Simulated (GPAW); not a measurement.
# CdSe (F-43m) in GPAW: notebook

The runs below take CdSe through band structure, dielectric tensor, one-shot levels on a semilocal density, with r2SCAN, PBE, TPSS.

Program: GPAW 26.7.0. These are calculated values, not measurements. Logs are shortened: lines on timing, memory, paths and dates and some standing lists are left out, and cuts for length are marked. The log counts tension as positive stress, the text compression.

**1. The structure**

It takes space group F-43m (No. 216, cubic). Conventional cell: a = 6.141 Å, b = 6.141 Å, c = 6.141 Å, α = 90.00°, β = 90.00°, γ = 90.00°. Around Cd (site symmetry -43m) lie 4 Se at 2.66 Å. Around Se (site symmetry -43m) lie 4 Cd at 2.66 Å.

Measurements of this composition are mostly on another form, of space group No. 186.

**2. Band structure, r2SCAN**

File run.py:

```python
from ase import Atoms
from ase.dft.bandgap import bandgap
from ase.io import write
from ase.units import Bohr, GPa
from gpaw import GPAW, PW
from gpaw.elf import elf_from_dft_calculation

atoms = Atoms(['Cd', 'Se'],
              cell=[[0.0, 3.0702711986, 3.0702711986],
                    [3.0702711986, 0.0, 3.0702711986],
                    [3.0702711986, 3.0702711986, 0.0]],
              scaled_positions=[[0.0, 0.0, 0.0],
                                [0.25, 0.25, 0.25]],
              pbc=True)

calc = GPAW(mode=PW(600),
            xc='MGGA_X_R2SCAN+MGGA_C_R2SCAN',
            kpts={'size': (8, 8, 8), 'gamma': True},
            occupations={'name': 'fermi-dirac', 'width': 0.05},
            nbands=18,
            convergence={'density': 1e-05, 'energy': 1e-05},
            maxiter=150,
            txt='gpaw.txt')
atoms.calc = calc
energy = atoms.get_potential_energy()
forces = atoms.get_forces()
stress = atoms.get_stress()
calc.write('gs.gpw')
write('result.traj', atoms)
print(f'Energy: {energy:.6f} eV')
print('Forces (eV/A):')
print(forces.round(4))
print('Stress (GPa):', (stress / GPa).round(3))
print('Fermi level:', round(calc.get_fermi_level(), 4), 'eV')
print(f'Gap: {bandgap(calc)[0]:.4f} eV, direct: {bandgap(calc, direct=True)[0]:.4f} eV')

# fields on the real-space grid
write('density.cube', atoms, data=calc.get_pseudo_density() * Bohr**3)
write('potential.cube', atoms, data=calc.get_electrostatic_potential())
write('elf.cube', atoms, data=elf_from_dft_calculation(calc).data)

path = atoms.cell.bandpath('GXWKGLUWLK,UX', npoints=60, eps=1e-4)
bs_calc = calc.fixed_density(kpts=path, symmetry='off', nbands=30,
                             convergence={'bands': 'CBM+6.0', 'eigenstates': 1e-6}, txt='bands.txt')
bs = bs_calc.band_structure()
bs.write('bs.json')
print(f'Gap on the path: {bandgap(bs_calc)[0]:.4f} eV')
```

Potentials or basis: GPAW PAW data sets (gpaw-data 1.2.1), pw.

Started as:

```bash
$ OMP_NUM_THREADS=1 python run.py
```

gpaw.txt:

```text
__  _  _
 | _ |_)|_||  |
 |__||  | ||/\| - 26.7.0

Input parameters:
  mode=PW(ecut=600.0),
  convergence={'density': 1e-05, 'energy': 1e-05},
  kpts=MonkhorstPack(size=(8, 8, 8), gamma=True),
  maxiter=150,
  nbands=18,
  occupations=Occupations(name='fermi-dirac', width=0.05),
  xc=XC(name='MGGA_X_R2SCAN+MGGA_C_R2SCAN')

Diagonalizing LCAO Hamiltonian
Converting LCAO to pw mode

            Se

       Cd

Atoms  # Å, Bohr magnetons
|   | symbol |        x |        y |        z |    initial magnetic moments |
|---|--------|----------|----------|----------|-----------------------------|
| 0 |     Cd | 0.000000 | 0.000000 | 0.000000 | ( 0.0000,  0.0000,  0.0000) |
| 1 |     Se | 1.535136 | 1.535136 | 1.535136 | ( 0.0000,  0.0000,  0.0000) |

Unit cell  # Å
| periodic |        x |        y |        z |  lengths |    angles |
|----------|----------|----------|----------|----------|-----------|
|      yes | 0.000000 | 3.070271 | 3.070271 | 4.342019 | 60.000000 |
|      yes | 3.070271 | 0.000000 | 3.070271 | 4.342019 | 60.000000 |
|      yes | 3.070271 | 3.070271 | 0.000000 | 4.342019 | 60.000000 |

Number of symmetries: 24
Symmetry operations  # r_c * U_cc + t_c -> r_c
|    | kind |            matrix            |
|----|------|------------------------------|
|  0 |  E   |  1, 0, 0,  0, 1, 0,  0, 0, 1 |
|  1 |  σ   |  1, 0, 0,  0, 0, 1,  0, 1, 0 |
|  2 |  σ   |  1, 0,-1,  0, 1,-1,  0, 0,-1 |
|  3 |  C3  |  1, 0,-1,  0, 0,-1,  0, 1,-1 |
|  4 |  C3  |  1,-1, 0,  0,-1, 1,  0,-1, 0 |
|  5 |  σ   |  1,-1, 0,  0,-1, 0,  0,-1, 1 |
|  6 |  σ   |  0, 1, 0,  1, 0, 0,  0, 0, 1 |
|  7 |  C3  |  0, 1, 0,  0, 0, 1,  1, 0, 0 |
|  8 |  C2  |  0, 1,-1,  1, 0,-1,  0, 0,-1 |
|  9 |  S4  |  0, 1,-1,  0, 0,-1,  1, 0,-1 |
| 10 |  C3  |  0, 0, 1,  1, 0, 0,  0, 1, 0 |
| 11 |  σ   |  0, 0, 1,  0, 1, 0,  1, 0, 0 |
| 12 |  S4  |  0, 0,-1,  1, 0,-1,  0, 1,-1 |
| 13 |  C3  |  0, 0,-1,  0, 1,-1,  1, 0,-1 |
| 14 |  S4  |  0,-1, 1,  1,-1, 0,  0,-1, 0 |
| 15 |  C2  |  0,-1, 1,  0,-1, 0,  1,-1, 0 |
| 16 |  C3  |  0,-1, 0,  1,-1, 0,  0,-1, 1 |
| 17 |  S4  |  0,-1, 0,  0,-1, 1,  1,-1, 0 |
| 18 |  S4  | -1, 1, 0, -1, 0, 1, -1, 0, 0 |
| 19 |  C3  | -1, 1, 0, -1, 0, 0, -1, 0, 1 |
| 20 |  C3  | -1, 0, 1, -1, 1, 0, -1, 0, 0 |
| 21 |  S4  | -1, 0, 1, -1, 0, 0, -1, 1, 0 |
| 22 |  σ   | -1, 0, 0, -1, 1, 0, -1, 0, 1 |
| 23 |  C2  | -1, 0, 0, -1, 0, 1, -1, 1, 0 |

BZ-sampling:
  Number of BZ points: 512
  Number of IBZ points: 29

  Monkhorst-Pack size: [8, 8, 8]
  Monkhorst-Pack shift: [0.0625, 0.0625, 0.0625]

K-points  # in reciprocal-cell coordinates
|     |                                coordinates |     weight |
|-----|--------------------------------------------|------------|
|   0 | (  0.00000000,   0.00000000,   0.00000000) | 0.00195312 |
|   1 | (  0.12500000,   0.12500000,   0.00000000) | 0.01171875 |
|   2 | (  0.12500000,   0.12500000,   0.12500000) | 0.01562500 |
|   3 | (  0.25000000,   0.12500000,   0.12500000) | 0.02343750 |
|   4 | (  0.25000000,   0.25000000,   0.00000000) | 0.01171875 |
|   5 | (  0.25000000,   0.25000000,   0.12500000) | 0.04687500 |
|   6 | (  0.25000000,   0.25000000,   0.25000000) | 0.01562500 |
|   7 | (  0.37500000,   0.25000000,  -0.37500000) | 0.04687500 |
|   8 | (  0.37500000,   0.25000000,   0.12500000) | 0.04687500 |
|   9 | (  0.37500000,   0.25000000,   0.25000000) | 0.04687500 |
| ... |                                            |            |
|  28 | (  0.50000000,   0.50000000,   0.50000000) | 0.00781250 |

Plane wave coefficients: 1964
Cutoff: 600.0 eV

Spin-components: 1 (collinear spins)
Bands:           18
Projectors:      11
Spin-degeneracy: 2
Datatype:        complex128

Parallelization:
  kpt:    1
  domain: 1
  band:   1

Density:
  Valence electrons: 18.0
  Components: 1
  Grid points: [25 25 25]
  Charge: 0.0  # |e|

Potential:
  Grid points: [25 25 25]

species:
  Cd:
    name:    Cadmium
    Z:       48.0
    valence: 12
    core:    36
    charge:  0.0  # [|e|]
    compensation charges:
      type: gauss
      rc: 0.38  # [Å]
      lmax: 2
    cutoffs:
      filter: 2.12  # [Å]
      core: 2.62  # [Å]
    projectors
    | kind |    occ | energy [eV] | rcut [Å] |
    |------|--------|-------------|----------|
    |   5s |  2.000 |      -5.655 |    1.191 |
    |   5p |  0.000 |      -1.186 |    1.228 |
    |   4d | 10.000 |     -11.739 |    1.164 |
    |    s |        |      21.556 |    1.191 |
    |    p |        |      26.026 |    1.228 |
    |    d |        |      15.473 |    1.164 |

    Using partial waves for Cd as LCAO basis

  Se:
    name:    Selenium
    Z:       34.0
    valence: 6
    core:    28
    charge:  0.0  # [|e|]
    compensation charges:
      type: gauss
      rc: 0.27  # [Å]
      lmax: 2
    cutoffs:
      filter: 1.77  # [Å]
      core: 2.67  # [Å]
    projectors
    | kind |    occ | energy [eV] | rcut [Å] |
    |------|--------|-------------|----------|
    |   4s |  2.000 |     -17.277 |    0.847 |
    |   4p |  4.000 |      -6.512 |    1.005 |
    |    s |        |       9.935 |    0.847 |
    |    p |        |      20.699 |    1.005 |
    |    d |        |       0.000 |    0.847 |

    Using partial waves for Se as LCAO basis

Reference energy: -218276.650467  # eV

eigensolver:
  PPCG
  Converge bands: occupied
  niter=2

density mixing:
  MSR1-Mixer
  Pratt-step length: 0.05
  Maximum mixing coefficient: 0.75
  Old densities: 10
  SVD Regularization: 0.005
  Good broyden scale: 1.0
  Trust region scale: 1.0
  Backstep threshold: 4.0
  History deletion threshold: 6.0
  Fourier metric: weight=20.0, sigma=0.015

occupation numbers:
  Fermi-Dirac:
    width: 0.0500  # eV

poisson solver:
  ecut: 4800.0  # eV

xc functional:
  name: MGGA_X_R2SCAN+MGGA_C_R2SCAN with 2 nearest neighbor stencil

convergence criteria:
- Maximum integral of absolute [dens]ity change: 1e-05 electrons / valence electron
- Maximum [total energy] change in last 3 cyles: 1e-05 eV / valence electron
- Maximum integral of absolute [eigenst]ate change: 4e-08 eV^2 / valence electron
maximum number of iterations: 150

SCF iterations
|iter     | |      energy | eigst |  dens |
|---------|-|-------------|-------|-------|
|iter:   1| |  -31.276634 | -0.54 |       |
|iter:   2| |  -29.193156 | -1.22 | -1.21 |
|iter:   3| |  -31.641868 | -1.05 | -1.17 |
|iter:   4| |  -29.056631 | -1.23 | -0.68 |
|iter:   5| |  -29.007893 | -2.34 | -1.44 |
|iter:   6| |  -29.011972 | -3.10 | -2.03 |
|iter:   7| |  -29.011671 | -4.45 | -2.50 |
|iter:   8| |  -29.011680 | -5.83 | -3.52 |
|iter:   9| |  -29.011680c| -6.65 | -4.02 |
|iter:  10| |  -29.011680c| -7.81c| -4.23 |
|iter:  11| |  -29.011680c| -8.17c| -5.09c|

Converged in 11 steps
Energy contributions relative to reference atoms: (reference = -218276.650467)

Energy contributions:
  Kinetic:          26.622794
  Coulomb:         -23.965061
  Zero:             -0.065303
  External:          0.000000
  Xc:              -31.604110
  Entropy:          -0.000000
  Spinorbit:         0.000000
  ----------------------------
  Free energy:     -29.011680
  Extrapolated:    -29.011680

dipole moment: (-23.230310, -23.230310, -23.230310)  # |e|*Ang

Fermi level: 3.581
Eigenvalues  # (at kpt = [0.000, 0.000, 0.000])
| band index |      eig [eV] | occ [0-2] |
|------------|---------------|-----------|
|          0 |        -9.822 |     2.000 |
|          1 |        -5.007 |     2.000 |
|          2 |        -5.007 |     2.000 |
|          3 |        -5.007 |     2.000 |
|          4 |        -4.627 |     2.000 |
|          5 |        -4.627 |     2.000 |
[... 10 lines left out ...]
|         16 |        15.624 |     0.000 |
|         17 |        15.624 |     0.000 |

Gap: 1.007 eV
Transition (v -> c):
  (s=0, k=0, n=8, [0.00, 0.00, 0.00]) -> (s=0, k=0, n=9, [0.00, 0.00, 0.00])
No difference between direct/indirect transitions

Forces  # eV/Ang
|        x |        y |        z |
|----------|----------|----------|
| -0.00000 | -0.00000 | -0.00000 |  # Cd   0
|  0.00000 |  0.00000 |  0.00000 |  # Se   1

Stress tensor  # eV/Ang^3
|        x |        y |        z |
|----------|----------|----------|
| 0.001842 | 0.000000 | 0.000000 |
| 0.000000 | 0.001842 | 0.000000 |
| 0.000000 | 0.000000 | 0.001842 |

# Writing to gs.gpw (mode='')
```

It took 2.3 min on 1 thread of Intel Xeon Platinum 8259CL at 2.50GHz (Skylake/Cascade Lake), shared host; peak memory 0.4 GiB.

Results:

```yaml
Free_energy: -29.0117 eV
Pressure: -0.3 GPa
Band_gap_on_the_k_mesh: 1.01 eV, direct
Band_gap_along_the_path: 1.01 eV, direct
```

Levels at the corners of the path, in eV from the valence-band top:
| point | band 7 | band 8 | band 9 | band 10 | band 11 | band 12 |
| --- | --- | --- | --- | --- | --- | --- |
| Γ | 0.00 | 0.00 | 0.00 | 1.01 | 6.45 | 6.45 |
| X | -3.96 | -1.80 | -1.80 | 3.50 | 4.13 | 9.50 |
| W | -3.85 | -2.18 | -2.13 | 5.39 | 5.50 | 6.98 |
| K | -3.89 | -2.45 | -1.47 | 4.09 | 5.49 | 8.65 |
| Γ | 0.00 | 0.00 | 0.00 | 1.01 | 6.45 | 6.45 |
| L | -4.27 | -0.73 | -0.73 | 2.81 | 6.91 | 6.91 |
| U | -3.89 | -2.45 | -1.47 | 4.09 | 5.49 | 8.65 |
| W | -3.85 | -2.18 | -2.13 | 5.39 | 5.50 | 6.98 |
| L | -4.27 | -0.73 | -0.73 | 2.81 | 6.91 | 6.91 |
| K | -3.89 | -2.45 | -1.47 | 4.09 | 5.49 | 8.65 |
| U | -3.89 | -2.45 | -1.47 | 4.09 | 5.49 | 8.65 |
| X | -3.96 | -1.80 | -1.80 | 3.50 | 4.13 | 9.50 |

Caveat: the PAW data sets were made with another functional, which shifts forces and pressure a little. r2SCAN opens gaps a little over a GGA but as a rule still falls short of measured ones.

**3. Band structure, r2SCAN, spin-orbit coupling, no magnetisation**

Changes to run.py since step 2:

```diff
@@ -1 +1,2 @@
+import numpy as np
 from ase import Atoms
@@ -6,2 +7,3 @@
 from gpaw.elf import elf_from_dft_calculation
+from gpaw.spinorbit import soc_eigenstates
 
@@ -17,3 +19,3 @@
             xc='MGGA_X_R2SCAN+MGGA_C_R2SCAN',
-            kpts={'size': (8, 8, 8), 'gamma': True},
+            kpts={'size': (6, 6, 6), 'gamma': True},
             occupations={'name': 'fermi-dirac', 'width': 0.05},
@@ -41,3 +43,3 @@
 
-path = atoms.cell.bandpath('GXWKGLUWLK,UX', npoints=60, eps=1e-4)
+path = atoms.cell.bandpath('GXWKGLUWLK,UX', npoints=80, eps=1e-4)
 bs_calc = calc.fixed_density(kpts=path, symmetry='off', nbands=30,
@@ -47 +49,7 @@
 print(f'Gap on the path: {bandgap(bs_calc)[0]:.4f} eV')
+
+soc = soc_eigenstates(bs_calc, theta=90, phi=0, ignore_xc_potential=True)
+np.savetxt('soc_bands.dat', soc.eigenvalues(), fmt='%.4f')
+mesh = soc_eigenstates('gs.gpw', theta=90, phi=0, ignore_xc_potential=True)
+np.savetxt('soc_mesh.dat', mesh.eigenvalues(), fmt='%.4f')
+print('Fermi level with spin-orbit coupling:', round(mesh.fermi_level, 4), 'eV')
```

Potentials or basis: GPAW PAW data sets (gpaw-data 1.2.1), pw.

Started as:

```bash
$ OMP_NUM_THREADS=1 python run.py
```

gpaw.txt:

```text
__  _  _
 | _ |_)|_||  |
 |__||  | ||/\| - 26.7.0

Input parameters:
  mode=PW(ecut=600.0),
  convergence={'density': 1e-05, 'energy': 1e-05},
  kpts=MonkhorstPack(size=(6, 6, 6), gamma=True),
  maxiter=150,
  nbands=18,
  occupations=Occupations(name='fermi-dirac', width=0.05),
  xc=XC(name='MGGA_X_R2SCAN+MGGA_C_R2SCAN')

Diagonalizing LCAO Hamiltonian
Converting LCAO to pw mode

            Se

       Cd

Atoms  # Å, Bohr magnetons
|   | symbol |        x |        y |        z |    initial magnetic moments |
|---|--------|----------|----------|----------|-----------------------------|
| 0 |     Cd | 0.000000 | 0.000000 | 0.000000 | ( 0.0000,  0.0000,  0.0000) |
| 1 |     Se | 1.535136 | 1.535136 | 1.535136 | ( 0.0000,  0.0000,  0.0000) |

Unit cell  # Å
| periodic |        x |        y |        z |  lengths |    angles |
|----------|----------|----------|----------|----------|-----------|
|      yes | 0.000000 | 3.070271 | 3.070271 | 4.342019 | 60.000000 |
|      yes | 3.070271 | 0.000000 | 3.070271 | 4.342019 | 60.000000 |
|      yes | 3.070271 | 3.070271 | 0.000000 | 4.342019 | 60.000000 |

Number of symmetries: 24
Symmetry operations  # r_c * U_cc + t_c -> r_c
|    | kind |            matrix            |
|----|------|------------------------------|
|  0 |  E   |  1, 0, 0,  0, 1, 0,  0, 0, 1 |
|  1 |  σ   |  1, 0, 0,  0, 0, 1,  0, 1, 0 |
|  2 |  σ   |  1, 0,-1,  0, 1,-1,  0, 0,-1 |
|  3 |  C3  |  1, 0,-1,  0, 0,-1,  0, 1,-1 |
|  4 |  C3  |  1,-1, 0,  0,-1, 1,  0,-1, 0 |
|  5 |  σ   |  1,-1, 0,  0,-1, 0,  0,-1, 1 |
|  6 |  σ   |  0, 1, 0,  1, 0, 0,  0, 0, 1 |
|  7 |  C3  |  0, 1, 0,  0, 0, 1,  1, 0, 0 |
|  8 |  C2  |  0, 1,-1,  1, 0,-1,  0, 0,-1 |
|  9 |  S4  |  0, 1,-1,  0, 0,-1,  1, 0,-1 |
| 10 |  C3  |  0, 0, 1,  1, 0, 0,  0, 1, 0 |
| 11 |  σ   |  0, 0, 1,  0, 1, 0,  1, 0, 0 |
| 12 |  S4  |  0, 0,-1,  1, 0,-1,  0, 1,-1 |
| 13 |  C3  |  0, 0,-1,  0, 1,-1,  1, 0,-1 |
| 14 |  S4  |  0,-1, 1,  1,-1, 0,  0,-1, 0 |
| 15 |  C2  |  0,-1, 1,  0,-1, 0,  1,-1, 0 |
| 16 |  C3  |  0,-1, 0,  1,-1, 0,  0,-1, 1 |
| 17 |  S4  |  0,-1, 0,  0,-1, 1,  1,-1, 0 |
| 18 |  S4  | -1, 1, 0, -1, 0, 1, -1, 0, 0 |
| 19 |  C3  | -1, 1, 0, -1, 0, 0, -1, 0, 1 |
| 20 |  C3  | -1, 0, 1, -1, 1, 0, -1, 0, 0 |
| 21 |  S4  | -1, 0, 1, -1, 0, 0, -1, 1, 0 |
| 22 |  σ   | -1, 0, 0, -1, 1, 0, -1, 0, 1 |
| 23 |  C2  | -1, 0, 0, -1, 0, 1, -1, 1, 0 |

BZ-sampling:
  Number of BZ points: 216
  Number of IBZ points: 16

  Monkhorst-Pack size: [6, 6, 6]
  Monkhorst-Pack shift: [0.08333333333333333, 0.08333333333333333, 0.08333333333333333]

K-points  # in reciprocal-cell coordinates
[... 78 lines left out ...]
    | kind |    occ | energy [eV] | rcut [Å] |
    |------|--------|-------------|----------|
    |   4s |  2.000 |     -17.277 |    0.847 |
    |   4p |  4.000 |      -6.512 |    1.005 |
    |    s |        |       9.935 |    0.847 |
    |    p |        |      20.699 |    1.005 |
    |    d |        |       0.000 |    0.847 |

    Using partial waves for Se as LCAO basis

Reference energy: -218276.650467  # eV

eigensolver:
  PPCG
  Converge bands: occupied
  niter=2

density mixing:
  MSR1-Mixer
  Pratt-step length: 0.05
  Maximum mixing coefficient: 0.75
  Old densities: 10
  SVD Regularization: 0.005
  Good broyden scale: 1.0
  Trust region scale: 1.0
  Backstep threshold: 4.0
  History deletion threshold: 6.0
  Fourier metric: weight=20.0, sigma=0.015

occupation numbers:
  Fermi-Dirac:
    width: 0.0500  # eV

poisson solver:
  ecut: 4800.0  # eV

xc functional:
  name: MGGA_X_R2SCAN+MGGA_C_R2SCAN with 2 nearest neighbor stencil

convergence criteria:
- Maximum integral of absolute [dens]ity change: 1e-05 electrons / valence electron
- Maximum [total energy] change in last 3 cyles: 1e-05 eV / valence electron
- Maximum integral of absolute [eigenst]ate change: 4e-08 eV^2 / valence electron
maximum number of iterations: 150

SCF iterations
|iter     | |      energy | eigst |  dens |
|---------|-|-------------|-------|-------|
|iter:   1| |  -31.273856 | -0.54 |       |
|iter:   2| |  -29.191257 | -1.22 | -1.20 |
|iter:   3| |  -31.737386 | -1.03 | -1.17 |
|iter:   4| |  -29.068270 | -1.21 | -0.67 |
|iter:   5| |  -29.004884 | -2.29 | -1.40 |
|iter:   6| |  -29.008836 | -3.12 | -2.02 |
|iter:   7| |  -29.008855 | -4.41 | -2.54 |
|iter:   8| |  -29.008864c| -5.87 | -3.51 |
|iter:   9| |  -29.008865c| -6.73 | -4.03 |
|iter:  10| |  -29.008865c| -7.87c| -4.32 |
|iter:  11| |  -29.008865c| -8.13c| -5.12c|

Converged in 11 steps
Energy contributions relative to reference atoms: (reference = -218276.650467)

Energy contributions:
  Kinetic:          26.661267
  Coulomb:         -23.990602
  Zero:             -0.065333
  External:          0.000000
  Xc:              -31.614196
  Entropy:          -0.000001
  Spinorbit:         0.000000
  ----------------------------
  Free energy:     -29.008865
  Extrapolated:    -29.008865

dipole moment: (-23.228156, -23.228156, -23.228156)  # |e|*Ang

Fermi level: 3.574
Eigenvalues  # (at kpt = [0.000, 0.000, 0.000])
| band index |      eig [eV] | occ [0-2] |
|------------|---------------|-----------|
|          0 |        -9.819 |     2.000 |
|          1 |        -5.007 |     2.000 |
|          2 |        -5.007 |     2.000 |
|          3 |        -5.007 |     2.000 |
|          4 |        -4.628 |     2.000 |
|          5 |        -4.628 |     2.000 |
[... 10 lines left out ...]
|         16 |        15.625 |     0.000 |
|         17 |        15.625 |     0.000 |

Gap: 1.006 eV
Transition (v -> c):
  (s=0, k=0, n=8, [0.00, 0.00, 0.00]) -> (s=0, k=0, n=9, [0.00, 0.00, 0.00])
No difference between direct/indirect transitions

Forces  # eV/Ang
|        x |       y |        z |
|----------|---------|----------|
| -0.00000 | 0.00000 |  0.00000 |  # Cd   0
|  0.00000 | 0.00000 | -0.00000 |  # Se   1

Stress tensor  # eV/Ang^3
|         x |         y |        z |
|-----------|-----------|----------|
|  0.001780 | -0.000000 | 0.000000 |
| -0.000000 |  0.001780 | 0.000000 |
|  0.000000 |  0.000000 | 0.001780 |

# Writing to gs.gpw (mode='')
```

bands.txt:

```text
Diagonalizing LCAO Hamiltonian
Converting LCAO to pw mode
convergence criteria:
- Maximum integral of absolute [eigenst]ate change: 1e-06 eV^2 / valence electron
maximum number of iterations: 150

SCF iterations
|iter     | |      energy | eigst |  dens |
|---------|-|-------------|-------|-------|
[... 85 lines left out ...]
         [0.41666667, 0.41666667, 0.66666667],
         [0.40277778, 0.40277778, 0.69444444],
         [0.38888889, 0.38888889, 0.72222222],
         [0.375     , 0.375     , 0.75      ],
         [0.625     , 0.25      , 0.625     ],
         [0.59375   , 0.1875    , 0.59375   ],
         [0.5625    , 0.125     , 0.5625    ],
         [0.53125   , 0.0625    , 0.53125   ],
         [0.5       , 0.        , 0.5       ]])),
  maxiter=150,
  nbands=30,
  occupations=Occupations(name='fermi-dirac', width=0.05),
  symmetry=Symmetry(point_group=False, time_reversal=False),
  xc=XC(name='MGGA_X_R2SCAN+MGGA_C_R2SCAN')
```

Wall time 2.2 min (1 thread of Intel Xeon Platinum 8259CL at 2.50GHz (Skylake/Cascade Lake), shared host); peak memory 0.43 GiB.

What came out:

* Free energy: -29.0089 eV
* Pressure: -0.3 GPa
* Band gap on the k mesh: 0.88 eV, direct
* Band gap along the path: 0.88 eV, direct

Levels at the corners of the path, in eV from the valence-band top:
```tsv
point	band 16	band 17	band 18	band 19	band 20	band 21
Γ	0.00	0.00	0.00	0.88	0.88	6.04
X	-1.99	-1.86	-1.86	3.37	3.37	4.01
W	-2.25	-2.24	-2.22	5.16	5.34	5.37
K	-2.54	-1.59	-1.59	3.96	3.97	5.31
Γ	0.00	0.00	0.00	0.88	0.88	6.04
L	-0.97	-0.73	-0.73	2.68	2.68	6.70
U	-2.54	-1.59	-1.59	3.96	3.97	5.31
W	-2.25	-2.24	-2.22	5.16	5.34	5.37
L	-0.97	-0.73	-0.73	2.68	2.68	6.70
K	-2.54	-1.59	-1.59	3.96	3.97	5.31
U	-2.54	-1.59	-1.59	3.96	3.97	5.31
X	-1.99	-1.86	-1.86	3.37	3.37	4.01
```

Caveat: spin-orbit coupling was added after a scalar SCF, so levels and gaps hold it while energy, forces, pressure and moments don't; this program's spin-orbit splittings come out too wide for heavy elements; the PAW data sets were made with another functional, which shifts forces and pressure a little.

(Continued in part 2 of 2.)
